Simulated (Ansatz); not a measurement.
# MgO: the cost of one run

Method: DFT PBEsol, scalar-relativistic, plane waves, PAW, in Ansatz 0.2.0.

## (1) The structure to begin with

It takes space group P6_3mc (No. 186, hexagonal). The conventional cell has a = 3.303 Å, b = 3.303 Å, c = 5.019 Å, α = 90.00°, β = 90.00°, γ = 120.00°. Mg (site symmetry 3m) has 4 O at 1.98 to 1.99 Å as nearest neighbours. O (site symmetry 3m) has 4 Mg at 1.98 to 1.99 Å as nearest neighbours.

Structure file:

```xyz
4
Lattice="3.3035 0.0000 0.0000 -1.6517 2.8609 0.0000 0.0000 0.0000 5.0194" Properties=species:S:1:pos:R:3 pbc="T T T"
Mg    0.0000    1.9073    0.0184
Mg    1.6517    0.9536    2.5281
O     0.0000    1.9073    2.0125
O     1.6517    0.9536    4.5222
```

It goes back to an entry of the Materials Project, which need not be the stable form.

This cell was relaxed beforehand with the same method: volume 11.86 Å³/atom, gap on the mesh 3.36 eV.

## (2) Plan of the line

The energy is mapped over a normal mode and a strain (zone-centre modes of the cell shown) (x along [1 0 0], y along [1 2 0], z along [0 0 1] of the conventional cell).

The axes are (1) amplitude of mode 11 (520 cm⁻¹), largest displacement in the unstrained cell: 7 values from −0.075 Å; (2) equal normal strain along x, y and z: 7 values from −2.50 %.

Nothing else is relaxed (the pattern is fixed in fractional coordinates). Energies count from the relaxed high-symmetry cell. Points are written as (first, second).

The modes come from a phonon run on the reference cell, made beforehand.

Displacement patterns for an amplitude of 1 (Å):

```csv
atom,x1,y1,z1
Mg1,-0.658,0.000,0.000
Mg2,-0.658,0.000,0.000
O3,1.000,0.000,0.000
O4,1.000,0.000,0.000
```

## (3) Grid point (−0.025 Å, −2.50 %)

Contents of input.yaml:

```yaml
crystal:
  lattice:
    - [3.2208810815, 0.0, 0.0]
    - [-1.6104405408, 2.7893648391, 0.0]
    - [0.0, 0.0, 4.8939034044]
  atoms:
    - { symbol: Mg, position: [0.3383149138, 0.6666666667, 0.0036583441] }
    - { symbol: Mg, position: [0.6716482471, 0.3333333333, 0.5036583441] }
    - { symbol: O, position: [0.3257655283, 0.6666666667, 0.4009416559] }
    - { symbol: O, position: [0.6590988617, 0.3333333333, 0.9009416559] }
basis:
  ecutwfc: 520.0
kpoints:
  mp_grid: { grid: [9, 9, 6] }
hamiltonian:
  xc: pbesol
  pseudopotentials: { kind: paw, azcp: { folder: soft_1 } }
scf:
  occupations: { method: gaussian, width: 0.05 }
output:
  forces: true
  stress: true
  eigenvalues: true
  write_density: true
  write_potential: true
  elf: true
  volumetric_format: npy
```

Run with:

```
$ ansatz run input.yaml --threads 1 --pin off --max-ram 2048MiB --backend cpu --events-out ev --progress --plain --runs-dir out
```

What time and memory should one allow on 1 thread of Intel Xeon Platinum 8259CL at 2.50GHz (Skylake/Cascade Lake), shared host?

About 19 s, with a peak of 0.47 GiB.
